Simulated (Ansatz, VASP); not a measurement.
# Si: VASP beside Ansatz

The input INCAR:

```
  PREC = Accurate
  ENCUT = 520
  EDIFF = 1E-7
  ISMEAR = 0
  SIGMA = 0.05
  LREAL = F
  LASPH = T
  NELM = 80
  ALGO = Normal
  ISIF = 2
  LWAVE = F
  LCHARG = T
  GGA = CA
  LELF = T
  LVHAR = T
  NBANDS = 11
```

KPOINTS

```
Automatic mesh
0
Gamma
  12 12 12
```

Contents of POSCAR:

```
Si
1.0
    0.0000000000      2.8107062565      2.6133946773
    2.8107062565      0.0000000000      2.6133946773
    2.8107062565      2.8107062565      0.0000000000
Si
2
Direct
    0.5000000000      0.5000000000      0.5000000000
    0.7500000000      0.7500000000      0.7500000000
```

Input for Ansatz:

```yaml
crystal:
  lattice:
    - [0.0, 2.8107062565, 2.6133946773]
    - [2.8107062565, 0.0, 2.6133946773]
    - [2.8107062565, 2.8107062565, 0.0]
  atoms:
    - { symbol: Si, position: [0.5, 0.5, 0.5] }
    - { symbol: Si, position: [0.75, 0.75, 0.75] }
basis:
  ecutwfc: 420
kpoints:
  mp_grid: { grid: [12, 12, 12] }
hamiltonian:
  xc: lda
  pseudopotentials: { kind: paw, azcp: { folder: soft_1 } }
scf:
  occupations: { method: gaussian, width: 0.05 }
output:
  forces: true
  stress: true
  eigenvalues: true
```

Alike in both runs: task single point; functional LDA; k mesh 12 × 12 × 12; occupations gaussian, width 0.05 eV; no spin polarisation.

|  | VASP | Ansatz |
| --- | --- | --- |
| version | VASP 6.6.1 | Ansatz 0.2.0 |
| potentials or method | VASP PAW LDA potentials, release 64 (Si) | scalar-relativistic, plane waves, PAW |
| plane-wave cutoff (eV) | 520 | 420 |
| valence electrons in the cell | 8 | 8 |

```tsv
	VASP	Ansatz	Ansatz less VASP
gap on the k mesh at the Fermi level (eV)	none	none	-
pressure (GPa)	-4.2	-4.2	-0.04
largest component of the traceless stress (GPa)	4.05	4.06	+0.001
```

A gap of «none» marks a metal or a gap that the smearing closes. Ansatz warned: «pseudo_functional_mismatch».
